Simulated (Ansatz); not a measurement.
Input for Ansatz (plane-wave DFT, PAW):

```yaml
crystal:
  lattice:
    - [5.9003693593, 0.0, 0.0]
    - [-2.9501846797, 7.7265186178, 0.0]
    - [0.0, 0.0, 25.1747554068]
  atoms:
    - { symbol: Ta, position: [0.216119371, 0.9322387421, 0.3177786585] }
    - { symbol: Ta, position: [0.216119371, 0.4322387421, 0.3177786585] }
    - { symbol: Ta, position: [0.716119371, 0.9322387421, 0.3177786585] }
    - { symbol: Ta, position: [0.716119371, 0.4322387421, 0.3177786585] }
    - { symbol: "N", position: [0.8593432452, 0.7186864905, 0.3304660872] }
    - { symbol: "N", position: [0.8593432452, 0.2186864905, 0.3304660872] }
    - { symbol: "N", position: [0.3593432452, 0.7186864905, 0.3304660872] }
    - { symbol: "N", position: [0.3593432452, 0.2186864905, 0.3304660872] }
    - { symbol: Ta, position: [0.0754626162, 0.6509252325, 0.3939032311] }
    - { symbol: Ta, position: [0.0754626162, 0.1509252325, 0.3939032311] }
    - { symbol: Ta, position: [0.5754626162, 0.6509252325, 0.3939032311] }
    - { symbol: Ta, position: [0.5754626162, 0.1509252325, 0.3939032311] }
    - { symbol: "N", position: [0.7186864905, 0.437372981, 0.4065906599] }
    - { symbol: "N", position: [0.7186864905, 0.937372981, 0.4065906599] }
    - { symbol: "N", position: [0.2186864905, 0.437372981, 0.4065906599] }
    - { symbol: "N", position: [0.2186864905, 0.937372981, 0.4065906599] }
    - { symbol: Ta, position: [0.9357497844, 0.3713859987, 0.4706862767] }
    - { symbol: Ta, position: [0.9357497844, 0.8713859987, 0.4706862767] }
    - { symbol: Ta, position: [0.4357497844, 0.3713859987, 0.4706862767] }
    - { symbol: Ta, position: [0.4357497844, 0.8713859987, 0.4706862767] }
    - { symbol: "N", position: [0.5784585096, 0.1566958803, 0.4830153309] }
    - { symbol: "N", position: [0.5784585096, 0.6566958803, 0.4830153309] }
    - { symbol: "N", position: [0.0784585096, 0.1566958803, 0.4830153309] }
    - { symbol: "N", position: [0.0784585096, 0.6566958803, 0.4830153309] }
    - { symbol: Ta, position: [0.7905878716, 0.0810917293, 0.5454614798] }
    - { symbol: Ta, position: [0.7905878716, 0.5810917293, 0.5454614798] }
    - { symbol: Ta, position: [0.2905878716, 0.0810917293, 0.5454614798] }
    - { symbol: Ta, position: [0.2905878716, 0.5810917293, 0.5454614798] }
    - { symbol: "N", position: [0.4464326971, 0.8928079247, 0.5559419408] }
    - { symbol: "N", position: [0.4464326971, 0.3928079247, 0.5559419408] }
    - { symbol: "N", position: [0.9464326971, 0.8928079247, 0.5559419408] }
    - { symbol: "N", position: [0.9464326971, 0.3928079247, 0.5559419408] }
    - { symbol: "N", position: [0.9957474483, 0.3787139808, 0.6911607322] }
    - { symbol: H, position: [0.9464326971, 0.3928079247, 0.652069985] }
    - { symbol: H, position: [1.173903541, 0.4644158008, 0.6960068568] }
    - { symbol: H, position: [1.0002611181, 0.2539723468, 0.6942749631] }
basis:
  ecutwfc: 420
kpoints:
  mp_grid: { grid: [4, 3, 1] }
hamiltonian:
  xc: pbe
scf:
  occupations: { method: gaussian, width: 0.1 }
output:
  forces: true
  eigenvalues: true
  write_density: true
  write_potential: true
  elf: true
  volumetric_format: npy
relax:
  adjacent_minimum: "off"
  f_tol: 0.04
  max_steps: 100
  constraints: [{ sites: [0, 1, 2, 3, 4, 5, 6, 7, 8, 9, 10, 11, 12, 13, 14, 15] }]
efield:
  axis: 3
  dipole_correction: true
  ramp_width: 0.04
```

Launched with
```bash
ansatz run input.yaml --threads 4 --pin off --max-ram 10240MiB --backend cpu --events-out ev --progress --plain --runs-dir out
```

Computed with Ansatz, DFT PBE, scalar-relativistic, plane waves, PAW.

From the run's log, abridged (final results; tables in files aren't shown):

```
WARN: The output density's exchange-correlation potential varies sharply where the density is thin. Do not read a vacuum level from v_tot or v_xc, or from such a field of the output density. On a cell that repeats whose density bears no net charge and no dipole along the vacuum's axis use v_es (v_loc + v_h of the components); under efield.dipole_correction with no amplitude use v_es + v_field, which holds any external_charges[].barrier, or the levels of the report's work_function block, which leave it out; under a non-zero efield.amplitude the vacuum is tilted and has no level; on a cell that repeats and bears such a dipole with no correction it is tilted too, and efield.dipole_correction wi ...
SCF converged after 6 iterations
Free energy (F): -165512.883264 eV
Harris-Foulkes:  -165512.883264 eV  (|F-HF|=3.27e-8)
Internal energy: -165512.766914 eV  (E = F + TS)
E sigma→0 (E₀):  -165512.825089 eV
Entropy (-TS):   -0.116350 eV (-3.232 meV/atom)
Fermi energy:    4.138294 eV
Dipole field:    D = 0.084096 V/Å  (p = 0.533389 e·Å, saw-weighted, corrected)
Work function:   Φ+ = 2.0784 eV   Φ− = 4.1955 eV
Levels:          The Fermi level and band energies are counted from a zero that moves with the ramp; work functions are not
--- Per-component energies (eV) ---
  E_band       = -5433.873503
  E_kinetic    = 8097.700332
  E_local      = -352722.748599  (includes V_loc(G=0)·N_el)
  E_nonlocal   = 1004.917016
  E_hartree    = 172433.788782
  E_xc         = -4537.339595
  E_vxc        = -4589.709839  (∫ρ·V_xc dr)
  E_paw        = -136508.488414  (= ΣΔE_a)
  E_vpaw       = -2132.961739  (= ΣTr[D̂ρ^β])
  E_aug_tail   = -0.000186  (compensation charges beyond the density's cutoff)
  E_efield     = 0.022428  (sawtooth field / dipole correction)
  E_vefield    = 41.354131  (∫n·V_field dr)
  E_ewald      = 146719.381322
  E_smearing   = -0.116350  (= −TS)
--- Forces (eV/Å), atoms counted from 1 ---
  atom   1  Ta     0.00707750     0.23891763     0.50429548
  atom   2  Ta     0.00143137     0.23441228     0.47335761
  atom   3  Ta    -0.00164767     0.24124390     0.49561543
  atom   4  Ta     0.00551104     0.25686100     0.52790902
  atom   5  N      0.00039614    -0.50163841     0.48199743
  atom   6  N      0.00918980    -0.48394185     0.49188939
  atom   7  N     -0.00293199    -0.50096113     0.51061056
  atom   8  N     -0.01129512    -0.48223124     0.48760448
  atom   9  Ta     0.05571588     0.20961711    -0.53369309
  atom  10  Ta     0.00067929     0.16528418    -0.52425293
  atom  11  Ta    -0.05514483     0.20843100    -0.53815298
  atom  12  Ta     0.00215628     0.18699407    -0.53776622
  atom  13  N     -0.00369379     0.05828597    -0.50791026
  atom  14  N     -0.00147817     0.03693033    -0.43104128
  atom  15  N     -0.00321470     0.10595212    -0.46550476
  atom  16  N     -0.00201213     0.03300544    -0.43454122
  atom  17  Ta     0.00421337     0.00205194     0.00486774
  atom  18  Ta     0.00002533    -0.00399313    -0.00175036
  atom  19  Ta    -0.00659596     0.00008459    -0.00207833
  atom  20  Ta    -0.00147095    -0.00618580     0.00314896
  atom  21  N      0.00063017    -0.00129014    -0.00091947
  atom  22  N      0.00052194     0.00028494     0.00126773
  atom  23  N      0.00111538    -0.00437457    -0.00041348
  atom  24  N      0.00250305     0.00056307     0.00162676
  atom  25  Ta    -0.00281621     0.00051391     0.00229581
  atom  26  Ta     0.00017662     0.00465099    -0.00633851
  atom  27  Ta     0.00213990    -0.00169193     0.00401024
  atom  28  Ta     0.00179338    -0.00101565    -0.00357831
  atom  29  N     -0.00157248     0.00819374    -0.00240600
  atom  30  N     -0.00033107    -0.00130306     0.00141260
  atom  31  N      0.00207500     0.00345088    -0.00305355
  atom  32  N     -0.00138415    -0.00667018     0.00140755
  atom  33  N     -0.00120190     0.00168506     0.01509956
  atom  34  H     -0.00098963     0.01475319    -0.00290263
  atom  35  H     -0.00163124     0.00099220    -0.00443685
  atom  36  H      0.00212472    -0.01792599    -0.00785365
--- Band table (eV; the first three rows and the last of 7) ---
  k-point 0: bands = ["-64.5299", "-64.5260", "-64.4957", "-64.4925", "-64.4562", "-64.4522", "-64.4138", "-64.3336", "-64.2416", "-64.2066", "-64.1705", "-64.1347", "-64.0805", "-64.0632", "-64.0465", "-64.0315", "-31.5269", "-31.4725", "-31.3976", "-31.3772", "-31.3223", "-31.3101", "-31.2975", "-31.2629", "-31.2379", "-31.2361", "-31.2199", "-31.1614", "-31.1604", "-31.1467", "-31.1427", "-31.1381", "-31.1370", "-31.0575", "-31.0518", "-31.0353", "-30.9196", "-30.9038", "-30.8882", "-30.8675", "-30.8578", "-30.8521", "-30.7854", "-30.7591", "-30.7418", "-30.7413", "-30.7284", "-30.6870", "-30.6404", "-30.6368", "-30.5889", "-30.5371", "-30.5214", "-30.5194", "-30.5107", "-30.5100", "-30.5 ...
  k-point 1: bands = ["-64.5296", "-64.5263", "-64.4957", "-64.4925", "-64.4556", "-64.4528", "-64.4138", "-64.3336", "-64.2416", "-64.2066", "-64.1706", "-64.1347", "-64.0799", "-64.0637", "-64.0465", "-64.0315", "-31.5248", "-31.4688", "-31.3873", "-31.3427", "-31.3203", "-31.3116", "-31.2950", "-31.2603", "-31.2590", "-31.2385", "-31.2335", "-31.1855", "-31.1604", "-31.1598", "-31.1307", "-31.1279", "-31.1262", "-31.0988", "-31.0654", "-31.0429", "-30.9005", "-30.8856", "-30.8853", "-30.8678", "-30.8599", "-30.8538", "-30.7836", "-30.7526", "-30.7473", "-30.7430", "-30.7296", "-30.6894", "-30.6328", "-30.6016", "-30.5812", "-30.5463", "-30.5314", "-30.5298", "-30.5239", "-30.5166", "-30.5 ...
  k-point 2: bands = ["-64.5248", "-64.5212", "-64.5007", "-64.4975", "-64.4541", "-64.4472", "-64.4196", "-64.3351", "-64.2365", "-64.2118", "-64.1654", "-64.1399", "-64.0755", "-64.0587", "-64.0514", "-64.0361", "-31.4367", "-31.3853", "-31.3743", "-31.3420", "-31.3086", "-31.2902", "-31.2791", "-31.2283", "-31.2243", "-31.2124", "-31.1944", "-31.1476", "-31.1449", "-31.1401", "-31.1349", "-31.0832", "-31.0723", "-31.0602", "-31.0555", "-31.0244", "-30.9201", "-30.9137", "-30.9027", "-30.8905", "-30.8481", "-30.8368", "-30.8273", "-30.8059", "-30.7710", "-30.7643", "-30.7532", "-30.7196", "-30.6223", "-30.6171", "-30.6101", "-30.6009", "-30.5778", "-30.5706", "-30.5266", "-30.5210", "-30.5 ...
  k-point 6: bands = ["-64.5130", "-64.5124", "-64.5101", "-64.5086", "-64.4523", "-64.4348", "-64.4322", "-64.3366", "-64.2242", "-64.2241", "-64.1545", "-64.1509", "-64.0640", "-64.0627", "-64.0495", "-64.0455", "-31.3283", "-31.3124", "-31.2983", "-31.2910", "-31.2778", "-31.2557", "-31.2313", "-31.2242", "-31.2130", "-31.1956", "-31.1851", "-31.1553", "-31.1347", "-31.1304", "-31.1041", "-31.0956", "-31.0515", "-31.0360", "-31.0157", "-30.9965", "-30.9260", "-30.9230", "-30.9016", "-30.8960", "-30.8404", "-30.8380", "-30.8245", "-30.8163", "-30.8041", "-30.8024", "-30.7846", "-30.7819", "-30.6748", "-30.6708", "-30.6674", "-30.6172", "-30.5787", "-30.5538", "-30.5479", "-30.5431", "-30.5 ...
--- Relaxed structure (38 steps of the walk, 35 accepted, 0 SCFs on fresh bases) ---
  F+E_penalty+E_count = -165512.88326390 eV   max|allowed force component| = 1.793e-2 eV/Å
  atoms:
    - { symbol: Ta, position: [0.21611937, 0.93223874, 0.31777865] }
    - { symbol: Ta, position: [0.21611937, 0.43223874, 0.31777865] }
    - { symbol: Ta, position: [0.716119371, 0.93223874, 0.31777865] }
    - { symbol: Ta, position: [0.716119371, 0.43223874, 0.31777865] }
    - { symbol: N, position: [0.8593432452, 0.71868649, 0.33046608] }
    - { symbol: N, position: [0.85934324, 0.21868649, 0.33046608] }
    - { symbol: N, position: [0.35934324, 0.71868649, 0.33046608] }
    - { symbol: N, position: [0.3593432452, 0.21868649, 0.33046608] }
    - { symbol: Ta, position: [0.0754626162, 0.65092523, 0.39390323] }
    - { symbol: Ta, position: [0.07546261, 0.15092523, 0.39390323] }
    - { symbol: Ta, position: [0.57546261, 0.65092523, 0.39390323] }
    - { symbol: Ta, position: [0.57546261, 0.15092523, 0.39390323] }
    - { symbol: N, position: [0.71868649, 0.43737298, 0.40659065] }
    - { symbol: N, position: [0.71868649, 0.93737298, 0.40659065] }
    - { symbol: N, position: [0.21868649, 0.43737298, 0.40659065] }
    - { symbol: N, position: [0.2186864905, 0.93737298, 0.40659065] }
    - { symbol: Ta, position: [0.93709492, 0.37164314, 0.47059133] }
    - { symbol: Ta, position: [0.93568425, 0.87124767, 0.47080124] }
    - { symbol: Ta, position: [0.43468227, 0.37166459, 0.47059126] }
    - { symbol: Ta, position: [0.43592111, 0.87159447, 0.47074262] }
    - { symbol: N, position: [0.57822688, 0.15623792, 0.48269905] }
    - { symbol: N, position: [0.57774033, 0.65674613, 0.48324180] }
    - { symbol: N, position: [0.07840048, 0.15659592, 0.48285548] }
    - { symbol: N, position: [0.07941248, 0.65681696, 0.48326995] }
    - { symbol: Ta, position: [0.79209233, 0.08304013, 0.54563209] }
    - { symbol: Ta, position: [0.78776144, 0.57562373, 0.54454920] }
    - { symbol: Ta, position: [0.29070786, 0.08296595, 0.54559387] }
    - { symbol: Ta, position: [0.29395031, 0.58785999, 0.54707181] }
    - { symbol: N, position: [0.44734525, 0.89456043, 0.55644672] }
    - { symbol: N, position: [0.44662553, 0.38945826, 0.55545966] }
    - { symbol: N, position: [0.94777313, 0.89584293, 0.55623249] }
    - { symbol: N, position: [0.94182253, 0.38891696, 0.55534604] }
    - { symbol: N, position: [1.28460525, 0.58906248, 0.63846479] }
    - { symbol: H, position: [1.14528292, 0.48042527, 0.65053675] }
    - { symbol: H, position: [1.44328220, 0.58557321, 0.65385175] }
    - { symbol: H, position: [1.25919646, 0.69725183, 0.65258956] }
```

The relaxation met its thresholds.

Time: 40 min on 4 threads of Arm Neoverse V2, on a shared host, peak memory 4.2 GiB.

Spin-orbit coupling is left out, which matters for the bands of heavy elements.